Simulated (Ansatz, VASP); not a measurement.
**Cross-check of P between VASP and Ansatz**

One calculation is typed for both programs; each brings its own data sets. How far apart do they land? The cell is taken from a series of runs on this material, whose earlier steps may have relaxed, scaled, displaced or heated it; both programs get it as it stands.

Calculated with Ansatz 0.2.0; plane waves, with VASP 6.6.1 beside it; single point at HSE06.

## (1) Starting point

The cell holds 4 atoms: 4 P. Cell: a = 4.439 Å, b = 3.297 Å, c = 27.400 Å, α = 90.0°, β = 90.0°, γ = 90.0°. It derives from P. Vacuum lies along c.

Structure file:

```
P
1.0
     4.43906    0.00000    0.00000
     0.00000    3.29706    0.00000
     0.00000    0.00000   27.40000
P
4
Direct
  0.41751 0.39838 0.46128
  0.08249 0.89838 0.46128
  0.91751 0.89838 0.53872
  0.58249 0.39838 0.53872
```

## (2) VASP: single point, HSE06

A single point gives forces, pressure and levels at one fixed geometry, so differences don't come from the geometry; what else differs is listed under the comparison.

Lines of VASP's logs that name or quote its potential files are left out, and so is its time.

The run reads the wave functions of an earlier VASP run, which isn't shown here.

Input file INCAR:

```
SYSTEM = P
PREC = Accurate
ENCUT = 400
EDIFF = 1E-06
NELM = 100
ISMEAR = 0
SIGMA = 0.01
LREAL = .FALSE.
ALGO = Normal
LHFCALC = .TRUE.
AEXX = 0.25
GGA = PE
HFSCREEN = 0.208
LASPH = .TRUE.
NBANDS = 16
PRECFOCK = Fast
LORBIT = 11
LWAVE = .FALSE.
LCHARG = .FALSE.
KPAR = 2
NCORE = 4
ISIF = 2
LDIPOL = .TRUE.
IDIPOL = 3
DIPOL = 0.5 0.5 0.5
LVHAR = .TRUE.
```

Input file POSCAR:

```
P
1.0
    4.4390622987      0.0000000000      0.0000000000
    0.0000000000      3.2970572555      0.0000000000
    0.0000000000      0.0000000000     27.4000000000
P
4
Direct
    0.4175124655      0.3983795000      0.4612794121
    0.0824875345      0.8983795000      0.4612794121
    0.9175124655      0.8983795000      0.5387205879
    0.5824875345      0.3983795000      0.5387205879
```

Input file KPOINTS:

```
Automatic mesh
0
Gamma
4 6 1
0 0 0
```

Potentials, in the order of the species: P (PBE family, release 64).

The run is started by

```sh
$ mpirun -np 8 vasp_std
```

Numbers of over 12 decimals in the logs are rounded to 6 here.

The program printed:

```text
[banner, memory and clock lines left out]
running    8 mpi-ranks, on    1 nodes
 distrk:  each k-point on    4 cores,    2 groups
 distr:  one band on    4 cores,    1 groups

 POSCAR found type information on POSCAR P
 POSCAR found :  1 types and       4 ions
 LDA part: xc-table for (Slater+PW92), standard interpolation
 found WAVECAR, reading the header
 POSCAR, INCAR and KPOINTS ok, starting setup
 FFT: planning ... GRIDC
 FFT: planning ... GRID_SOFT
 FFT: planning ... GRID
 reading WAVECAR
 the WAVECAR file was read successfully
 initial charge from wavefunction
 entering main loop
       N       E                     dE             d eps       ncg     rms          rms(c)
DAV:   1    -0.256832947523E+02   -0.25683E+02   -0.61802E-01   480   0.468E+00    0.243E+00
DAV:   2    -0.256908511324E+02   -0.75564E-02   -0.36870E-02   472   0.105E+00    0.165E+00
DAV:   3    -0.256893071890E+02    0.15439E-02   -0.23712E-03   512   0.297E-01    0.994E-01
DAV:   4    -0.256887383624E+02    0.56883E-03   -0.70941E-04   480   0.149E-01    0.568E-01
DAV:   5    -0.256885886891E+02    0.14967E-03   -0.19850E-04   504   0.747E-02    0.319E-01
DAV:   6    -0.256885501052E+02    0.38584E-04   -0.41072E-05   488   0.351E-02    0.179E-01
DAV:   7    -0.256885424089E+02    0.76963E-05   -0.11097E-05   528   0.189E-02    0.991E-02
DAV:   8    -0.256885443070E+02   -0.18981E-05   -0.35443E-06   448   0.107E-02    0.550E-02
DAV:   9    -0.256885483949E+02   -0.40879E-05   -0.11930E-06   408   0.642E-03    0.314E-02
DAV:  10    -0.256885525428E+02   -0.41479E-05   -0.62474E-07   384   0.473E-03    0.178E-02
DAV:  11    -0.256885562007E+02   -0.36579E-05   -0.33254E-07   400   0.347E-03    0.995E-03
DAV:  12    -0.256885592961E+02   -0.30954E-05   -0.21018E-07   384   0.270E-03    0.541E-03
DAV:  13    -0.256885618875E+02   -0.25914E-05   -0.13224E-07   392   0.206E-03    0.292E-03
DAV:  14    -0.256885640896E+02   -0.22021E-05   -0.93430E-08   376   0.162E-03    0.159E-03
DAV:  15    -0.256885658538E+02   -0.17642E-05   -0.63308E-08   384   0.125E-03    0.991E-04
DAV:  16    -0.256885673179E+02   -0.14642E-05   -0.47326E-08   368   0.101E-03    0.757E-04
DAV:  17    -0.256885685808E+02   -0.12629E-05   -0.37212E-08   368   0.831E-04    0.668E-04
DAV:  18    -0.256885696255E+02   -0.10447E-05   -0.28989E-08   360   0.693E-04    0.615E-04
DAV:  19    -0.256885705077E+02   -0.88224E-06   -0.23262E-08   352   0.590E-04
   1 F= -.25688571E+02 E0= -.25688571E+02  d E =-.198098E-52
```

Parts of OUTCAR (step 2):

```text
ion  position               nearest neighbor table
   1  0.418  0.398  0.461-   2 2.22   2 2.22   4 2.24
   2  0.082  0.898  0.461-   1 2.22   1 2.22   3 2.24
   3  0.918  0.898  0.539-   4 2.22   4 2.22   2 2.24
   4  0.582  0.398  0.539-   3 2.22   3 2.22   1 2.24

  LATTYP: Found a simple orthorhombic cell.
 ALAT       =     3.2970572555
 B/A-ratio  =     1.3463710074
 C/A-ratio  =     8.3104410620

 Subroutine GETGRP returns: Found  8 space group operations
 (whereof  2 operations were pure point group operations)

The static configuration has the point symmetry C_2 .
 The point group associated with its full space group is D_2h.

 Found     12 irreducible k-points:

   k-points           NKPTS =     12   k-points in BZ     NKDIM =     24   number of bands    NBANDS=     16

   dimension x,y,z NGX =    30 NGY =   24 NGZ =  180
   dimension x,y,z NGXF=    60 NGYF=   48 NGZF=  360

   ENCUT  =  400.0 eV  29.40 Ry    5.42 a.u.   7.24  5.38 44.68*2*pi/ulx,y,z

   NELECT =      20.0000    total number of electrons

 k-points in reciprocal lattice and weights: Automatic mesh
   0.00000000  0.00000000  0.00000000       0.042
   0.25000000  0.00000000  0.00000000       0.083
   0.50000000  0.00000000  0.00000000       0.042
   0.00000000  0.16666667  0.00000000       0.083
   0.25000000  0.16666667  0.00000000       0.167
   0.50000000  0.16666667  0.00000000       0.083
   0.00000000  0.33333333  0.00000000       0.083
   0.25000000  0.33333333  0.00000000       0.167
   0.50000000  0.33333333  0.00000000       0.083
   0.00000000  0.50000000  0.00000000       0.042
   0.25000000  0.50000000  0.00000000       0.083
   0.50000000  0.50000000  0.00000000       0.042

  exchange ACFDT corr.  =         0.00000000  see jH, gK, PRB 81, 115126

 dipolmoment           0.000000      0.000000      0.000000 electrons x Angstroem

 average (electrostatic) potential at core
       1 -88.4232       2 -88.4232       3 -88.4232       4 -88.4232

 E-fermi :  -3.1485

 k-point     1 :       0.0000    0.0000    0.0000
  band No.  band energies     occupation
    ...
      6      -8.2790      2.00000
      7      -7.0135      2.00000
      8      -5.2898      2.00000
      9      -5.1518      2.00000
     10      -3.2548      2.00000
     11      -1.8257      0.00000
     12      -0.9337      0.00000
     13       0.3907      0.00000
     14       1.1782      0.00000
     15       1.7506      0.00000
    ...

 k-point     2 :       0.2500    0.0000    0.0000
  band No.  band energies     occupation
    ...
      6      -6.9363      2.00000
      7      -6.7285      2.00000
      8      -5.3678      2.00000
      9      -4.7999      2.00000
     10      -3.8859      2.00000
     11      -0.7406      0.00000
     12      -0.4264      0.00000
     13      -0.2569      0.00000
     14       0.8392      0.00000
     15       2.2450      0.00000
    ...

 k-point     3 :       0.5000    0.0000    0.0000
  band No.  band energies     occupation
    ...
      6      -6.6520      2.00000
      7      -6.0239      2.00000
      8      -6.0239      2.00000
      9      -4.3481      2.00000
     10      -4.3481      2.00000
     11      -0.3499      0.00000
     12      -0.3499      0.00000
     13       1.1534      0.00000
     14       1.1534      0.00000
     15       1.2022      0.00000
    ...

  Total       -0.2701859     -0.1917421     -1.1300840      0.0000000      0.0000000     -0.0000000
  in kB       -1.0794559     -0.7660547     -4.5149507      0.0000000      0.0000000     -0.0000000
  external PRESSURE =      -2.1201537 kB  Pullay stress =       0.0000000 kB

  energy-cutoff  :      400.00
  volume of cell :      401.02
      direct lattice vectors                 reciprocal lattice vectors
     4.439062299  0.000000000  0.000000000     0.225272801  0.000000000  0.000000000
     0.000000000  3.297057255  0.000000000     0.000000000  0.303300769  0.000000000
     0.000000000  0.000000000 27.400000000     0.000000000  0.000000000  0.036496350

 POSITION                                       TOTAL-FORCE (eV/Angst)
 -----------------------------------------------------------------------------------
      1.85336      1.31348     12.63906        -0.268031     -0.000000      0.261863
      0.36617      2.96201     12.63906         0.268031      0.000000      0.261863
      4.07289      2.96201     14.76094        -0.268031      0.000000     -0.261863
      2.58570      1.31348     14.76094         0.268031     -0.000000     -0.261863
 -----------------------------------------------------------------------------------
    total drift:                                0.000000      0.000022     -0.000002

  FREE ENERGIE OF THE ION-ELECTRON SYSTEM (eV)
  ---------------------------------------------------
  free  energy   TOTEN  =       -25.6885705077 eV

  energy  without entropy=      -25.6885705077  energy(sigma->0) =      -25.68857051

 vacuum level on the upper side and lower side of the slab         2.083         2.083

 total charge
# of ion       s       p       d       tot
------------------------------------------
    1        1.077   1.392   0.000   2.470
    2        1.077   1.392   0.000   2.470
    3        1.077   1.392   0.000   2.470
    4        1.077   1.392   0.000   2.470
--------------------------------------------------
tot          4.309   5.570   0.000   9.879

[... 3 further parts left out ...]
```

The k-mesh is coarse for exact exchange; levels may shift by about 0.1 eV on a finer one.

(Part 1 of 2 ends here.)

[Lines on the potential files, build, host, timing and source positions are cut from VASP's logs without a mark.]

[Logs are printed without paths, hosts, clocks, repeated set-up lines and the standing remarks that a program may print on its own settings, such as how far it seeks lower states.]

[Hosts, paths, dates, database ids (printed as entryN), source tags and the programs' standing remarks are cut or masked in the printed files.]
